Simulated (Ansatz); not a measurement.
**Structure search: one RbH₂ candidate**

Theory: DFT PBE, scalar-relativistic, plane waves, PAW in Ansatz. Cutoff 420 eV, Gaussian smearing, Γ-centred meshes. Cell and atoms relax first on a coarse mesh and then on a finer one. In between, the cell is made exact in the group found at 0.06 Å. In metals the finer mesh still leaves noise of several meV/atom or more. The steps can't lower the symmetry of their start. No spin polarisation.

A trial structure of RbH₂ was built thus: random cell by space group and Wyckoff sites (P4_2/mnm, No. 136). The dimensions are guesses.

```cif
data_structure
_symmetry_space_group_name_H-M 'P4_2/mnm'
_symmetry_Int_Tables_number 136
_cell_length_a 4.5840
_cell_length_b 4.5840
_cell_length_c 4.7703
_cell_angle_alpha 90.000
_cell_angle_beta 90.000
_cell_angle_gamma 90.000
_cell_volume 100.24
loop_
_atom_site_label
_atom_site_type_symbol
_atom_site_symmetry_multiplicity
_atom_site_Wyckoff_symbol
_atom_site_fract_x
_atom_site_fract_y
_atom_site_fract_z
_atom_site_occupancy
Rb1 Rb 2 a 0.00000 0.00000 0.00000 1
H1 H 4 g 0.42990 0.57010 0.00000 1
```

The zero of energy is the elements' standard structures at the same level (H₂ as a molecule); no fitted shifts are applied.

Question: Where does the relaxation end?

Answer: The symmetry stays P4_2/mnm (No. 136). The volume per atom grows by 149.1 %, from 16.7 to 41.6 Å³. The shortest distance goes from 0.91 Å (H–H) to 0.76 Å (H–H). The end holds H–H pairs as short as in free H₂ molecules (shortest 0.76 Å). The ratio c/a of the conventional cell changes by a factor of 1.16. The energy falls by about 0.28 eV/atom (the start's value is from the coarse mesh). Conventional cell: a = 5.921 Å, c = 7.121 Å. Rb has 4 H at 3.58 Å, 2 H at 3.81 Å, 4 H at 4.20 Å and 2 H at 4.57 Å; H has 1 H at 0.76 Å, 2 Rb at 3.58 Å, 1 Rb at 3.81 Å, 2 Rb at 4.20 Å and 1 Rb at 4.57 Å.

```
CELL_PARAMETERS angstrom
5.92093 0.00000 0.00000
0.00000 5.92093 0.00000
0.00000 0.00000 7.12113
ATOMIC_POSITIONS crystal
Rb 0.00000 0.00000 0.00000
Rb 0.50000 0.50000 0.50000
H 0.45480 0.54520 0.00000
H 0.54520 0.45480 0.00000
H 0.95480 0.95480 0.50000
H 0.04520 0.04520 0.50000
```

Question: Give its energy and gap.

Answer: The formation energy is +0.11 eV/atom and the gap on the 6×6×6 mesh of the 6-atom cell is 0 eV (a metal).

A positive value: parting into the elements would lower its energy.

The last run used Gaussian smearing of 0.10 eV. With hydrogen, zero-point motion can shift formation energies by some tens of meV/atom. A structure relaxed within its symmetry needn't be a true minimum. In all, the 3 runs took 3.4 min on 1 thread of AMD EPYC (Zen 3), on a shared host. Another cell of RbH2 relaxed alike, in Cccm, lies 57 meV/atom lower, so this cell isn't the stable form at this level.
